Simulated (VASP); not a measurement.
Here is a VASP 6.6.1 calculation.

File INCAR:

```
SYSTEM = MoS2
PREC = Accurate
ENCUT = 600
EDIFF = 1E-6
ISMEAR = 0
SIGMA = 0.03
LREAL = .False.
LASPH = .True.
NELM = 80
ALGO = Normal
ISIF = 3
LWAVE = .False.
LCHARG = .False.
GGA = PE
IVDW = 12
IBRION = 2
NSW = 90
EDIFFG = -0.01
LATTICE_CONSTRAINTS = .TRUE. .TRUE. .FALSE.
KPAR = 4
```

File KPOINTS:

```
Automatic mesh
0
Gamma
  12 12 1
  0 0 0
```

Contents of POSCAR:

```
MoS2
1.0
    3.1690000000      0.0000000000      0.0000000000
   -1.5845000000      2.7444345000      0.0000000000
    0.0000000000      0.0000000000     21.1302960000
S Mo
2 1
Direct
    0.3333333300      0.6666666700      0.4259287200
    0.3333333300      0.6666666700      0.5740712800
    0.6666666700      0.3333333300      0.5000000000
```

Potentials or basis: VASP PAW PBE potentials, release 64 (S, Mo_sv).

Run with:

```console
$ cat potpaw_PBE.64/S/POTCAR potpaw_PBE.64/Mo_sv/POTCAR > POTCAR
$ mpirun -np 4 vasp_std > vasp.out
```

Problem. What does it give for the space group after relaxing (to 0.05 Å)?

Solution. P-6m2 (No. 187).

Problem. Estimate the dispersion energy per atom.

Solution. -0.320 eV.

Problem. Estimate the relaxed volume.

Solution. 60.65 Å³/atom.

Final structure:
```
CELL_PARAMETERS angstrom
3.15315 0.00000 0.00000
-1.57657 2.73070 0.00000
0.00000 0.00000 21.13030
ATOMIC_POSITIONS crystal
S 0.33333 0.66667 0.42584
S 0.33333 0.66667 0.57416
Mo 0.66667 0.33333 0.50000
```
